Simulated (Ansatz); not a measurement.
# Lithium, fcc under revPBE: structure, energy and stiffness

What does revPBE give for lithium in the fcc structure? We relax it, solve it on a dense k-mesh, then scale the cell to 7 volumes from 88 to 112 % of the relaxed one and try a fit of the equation of state. Spin polarisation is left out. The k-meshes are 12×12×12 for the relaxation; 20×20×20 for the dense run; 14×14×14 for the volumes.

This is Li in the fcc structure; at room conditions it is bcc.

Computed with Ansatz 0.2.0 (DFT revPBE, plane waves (420 eV) with PAW, scalar-relativistic; PAW files made under PBE, frozen cores solved again for the functional, unless a step says otherwise).

## 1. The system as given

It takes space group Fm-3m (No. 225, cubic). Conventional cell: a = 4.421 Å, b = 4.421 Å, c = 4.421 Å, α = 90.00°, β = 90.00°, γ = 90.00°. Li (site symmetry m-3m) has 12 Li at 3.13 Å as nearest neighbours.

Structure file:

```xyz
1
Lattice="0.0000 2.2107 2.2107 2.2107 0.0000 2.2107 2.2107 2.2107 0.0000" Properties=species:S:1:pos:R:3 pbc="T T T"
Li    0.0000    0.0000    0.0000
```

## 2. Relaxing cell and atoms

Input file input.yaml:

```yaml
crystal:
  lattice:
    - [0.0, 2.2107204702, 2.2107204702]
    - [2.2107204702, 0.0, 2.2107204702]
    - [2.2107204702, 2.2107204702, 0.0]
  atoms:
    - { symbol: Li, position: [0.0, 0.0, 0.0] }
hamiltonian:
  xc: revpbe
  pseudopotentials:
    kind: paw
    azcp:
      Li: "pseudopotentials/Li.paw.azcp"
basis:
  ecutwfc: 420
  fft_grid_basis: typed
kpoints:
  mp_grid: { grid: [12, 12, 12], shift: [0, 0, 0] }
magnetization:
  spin_polarized: false
scf:
  occupations: { method: fermi_dirac, width: 0.1 }
relax:
  max_steps: 60
  f_tol: 0.01
  cell: {}
output:
  write_density: true
  write_potential: true
  elf: true
  volumetric_format: npy
```

The runs that follow: The energy on a finer k-mesh; The cell scaled to 88 % of its volume; The cell scaled to 92 % of its volume; The cell scaled to 96 % of its volume; The cell scaled to 100 % of its volume; The cell scaled to 104 % of its volume; The cell scaled to 108 % of its volume; The cell scaled to 112 % of its volume.

Before running it: what results should come out? Wanted: space group; conventional cell; volume; shortest distance; gap on the mesh; relative to bcc; V₀, B₀, B₀′.

The runs gave:

```
                      quantity                          value
space group (spins left aside)                Fm-3m (No. 225)
             conventional cell                    a = 4.388 Å
                        volume                 21.117 Å³/atom
             shortest distance                        3.103 Å
               gap on the mesh   none (levels filled in part)
               relative to bcc                    -2 meV/atom
                   V₀, B₀, B₀′  21.071 Å³/atom, 13.0 GPa, 3.3
```

**Reading.** From the guessed start the volume shrank by 2.3 % in 4 steps. Against the reference form of lithium (bcc, computed apart with the same settings) it stands 2 meV/atom lower, within what mesh and smearing can decide. No gap shows: it is a metal or semimetal at this level. The fitted modulus is 13.0 GPa, a soft solid. The symmetry was held, so the structure may be unstable against distortions that break it.
